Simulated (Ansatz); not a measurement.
The cell is AlP (zincblende); cell and atoms were relaxed with r2SCAN. It is cubic, F-43m (No. 216); conventional cell a = 5.479 Å, 20.55 Å³ an atom. Around Al lie 4 P at 2.37 Å; around P lie 4 Al at 2.37 Å.

```
Al P
1.0
     0.00000    2.73926    2.73926
     2.73926    0.00000    2.73926
     2.73926    2.73926    0.00000
Al P
1 1
Direct
  0.00000 0.00000 0.00000
  0.25000 0.25000 0.25000
```

4 runs of the plane-wave code Ansatz on this cell differ in the functional (and in the settings that go with it). Levels are in eV from each run's valence top; v1 is the last filled band, c1 the first empty one.

Run A, mean stress -0.1 GPa (compression positive):
```tsv
point	v3	v1	c1	c2	c3
Γ	0.00	0.00	4.16	5.49	5.49
X	-5.80	-2.29	2.28	3.24	12.37
U	-5.48	-1.88	3.20	6.03	9.61
```

Run B, mean stress 0.0 GPa (compression positive):
```tsv
point	v3	v1	c1	c2	c3
Γ	0.00	0.00	3.91	4.95	4.95
X	-5.40	-2.16	1.93	2.84	11.90
U	-5.10	-1.78	2.81	5.54	9.04
```

Run C, mean stress -0.2 GPa (compression positive):
```tsv
point	v3	v1	c1	c2	c3
Γ	0.00	0.00	4.83	6.20	6.20
X	-5.88	-2.32	2.96	3.93	13.12
U	-5.56	-1.90	3.89	6.75	10.36
```

Run D, mean stress +1.4 GPa (compression positive):
```tsv
point	v3	v1	c1	c2	c3
Γ	0.00	0.00	3.22	4.55	4.55
X	-5.27	-2.08	1.60	2.47	10.98
U	-4.99	-1.71	2.45	5.09	8.41
```

Task: Match the runs to PBE, r2SCAN, HSE06, PBE0.

Result: A is HSE06, B is r2SCAN, C is PBE0, D is PBE. In order of the gap: PBE 1.60, r2SCAN 1.93, HSE06 2.28, PBE0 2.96 eV.

The values are computed, spin-unpolarised, and not measurements.

The program warns that its thresholds are loose for a hybrid's stress.

The meshes of the hybrids are coarse, so their gaps aren't converged to the digits shown.
